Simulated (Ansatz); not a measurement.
Write the native input for Ansatz 0.2.0 that does the following.

```yaml
Task: single point
Functional: PBE
Potentials_or_basis: Ansatz PAW
Cutoff: "420 eV (not typed: the program's choice for these potentials)"
k_mesh: 4 × 4 × 4
Occupations: fermi-dirac, width 0.05 eV
Spin: no spin polarisation
```

The system is Si3N4.

```
Si N
1.0
     4.13078    0.00000    0.00000
     0.00000    4.13078    0.00000
     0.00000    0.00000    4.13078
Si N
3 4
Direct
  0.00000 0.00000 0.50000
  0.50000 0.00000 0.00000
  0.00000 0.50000 0.00000
  0.23952 0.23952 0.76048
  0.76048 0.76048 0.76048
  0.23952 0.76048 0.23952
  0.76048 0.23952 0.23952
```

The cell was built by a generator and needn't be a form met in nature.

The input as run:

input.yaml

```yaml
crystal:
  lattice:
    - [4.13078, 0.0, 0.0]
    - [0.0, 4.13078, 0.0]
    - [0.0, 0.0, 4.13078]
  atoms:
    - { symbol: Si, position: [0.0, 0.0, 0.5] }
    - { symbol: Si, position: [0.5, 0.0, 0.0] }
    - { symbol: Si, position: [0.0, 0.5, 0.0] }
    - { symbol: "N", position: [0.23952, 0.23952, 0.76048] }
    - { symbol: "N", position: [0.76048, 0.76048, 0.76048] }
    - { symbol: "N", position: [0.23952, 0.76048, 0.23952] }
    - { symbol: "N", position: [0.76048, 0.23952, 0.23952] }
hamiltonian:
  xc: pbe
  pseudopotentials: { kind: paw }
kpoints:
  mp_grid: { grid: [4, 4, 4] }
scf:
  occupations: { method: fermi_dirac, width: 0.05 }
output:
  forces: true
  stress: true
  eigenvalues: true
```

Potentials or basis: Ansatz PAW.

The run is started by

```bash
$ ansatz run input.yaml --threads 4 --pin off --max-ram 11264MiB --backend cpu --events-out ev --progress --plain --runs-dir out
```

Results of the run:

* Pressure: 0.0 GPa
* Band gap on the k mesh: 2.73 eV, indirect (least direct gap 2.93 eV)

Caveat: the pressure holds a Pulay correction of +0.5 GPa for the finite cutoff.

Wall time 0.45 s on 4 threads of Arm Neoverse V2 (shared host), peak memory 0.3 GiB.
